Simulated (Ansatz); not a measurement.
**PbSe: a bulk modulus from differences**

The cell was found from a structure generator's guess, not taken from experiment.

All numbers below come from Ansatz, DFT PBE, scalar-relativistic, plane waves, PAW. Plane waves to 420 eV, a 6×6×4 mesh through Γ for the 4-atom cell and 0.02 eV Gaussian smearing; no spin polarisation.

```xyz
4
Lattice="4.2672 0.0000 0.0000 -2.1336 3.6955 0.0000 0.0000 0.0000 7.9277" Properties=species:S:1:pos:R:3 pbc="T T T"
Pb    2.1336    1.2318    1.8064
Pb    0.0000    2.4637    5.7702
Se    0.0000    0.0000    4.1382
Se    0.0000    0.0000    0.1743
```

The cell was set to several volumes, with shape and atoms relaxed at each where symmetry leaves them free. Pressure is positive in compression, and energies count from the lowest row.

```
row  V (Å³/atom)  P (GPa)  ΔE (meV/atom)  gap on mesh (eV)
  1       27.504     4.71           45.2              0.00
  2       28.441     2.91           23.4              0.00
  3       29.379        ?              ?                 ?
  4       30.316     0.79            2.2              0.51
  5       31.254    -0.01            0.0              0.72
  6       32.192    -0.60            1.9              0.89
  7       33.129    -1.05            6.8              0.97
  8       34.380    -1.45           16.6              1.07
```

Q: Find B = −V·ΔP/ΔV from rows 4 and 6 and from rows 1 and 2, and from the two its slope B′ and its value B0 at zero pressure.

A: Rows 4 and 6 give −(30.316 + 32.192)/2 × (-0.60 − (0.79))/(32.192 − 30.316) = 23.2 GPa at a mean pressure of 0.10 GPa. Rows 1 and 2 give −(27.504 + 28.441)/2 × (2.91 − (4.71))/(28.441 − 27.504) = 53.7 GPa at a mean pressure of 3.81 GPa. So B′ = (53.7 − 23.2)/(3.81 − (0.10)) = 8.22 and B0 = 23.2 − 8.22 × (0.10) = 22.4 GPa. A third-order Birch–Murnaghan fit to all the energies gives B0 = 22.4 GPa and B′ = 7.4.

Q: Estimate the pressure and energy of row 3.

A: From row 5, V0 = 31.254 × (1 + (-0.01)/22.4) = 31.240 Å³/atom. Murnaghan's form P = (B0/B′)·[(V0/V)^B′ − 1] gives (22.4/8.22) × [(31.240/29.379)^8.22 − 1] = 1.79 GPa; the computed pressure is 1.81 GPa, so the estimate is off by -0.02 GPa. The work of compression from row 4, with the mean of the two pressures, gives ΔE = 2.2 + (1.79 + 0.79)/2 × (30.316 − 29.379)/160.2 × 1000 = 9.7 meV/atom (1 eV/Å³ = 160.2 GPa); the computed value is 9.6 meV/atom. Its gap on the mesh is 0.24 eV.

Spin–orbit coupling, which can matter for Pb, is left out. Kohn–Sham gaps at this level usually fall short of measured ones. The missing spin–orbit coupling can work the other way here. All volumes keep the k mesh of the relaxed cell. Symmetry constrained the relaxation, so the result can be a saddle point.
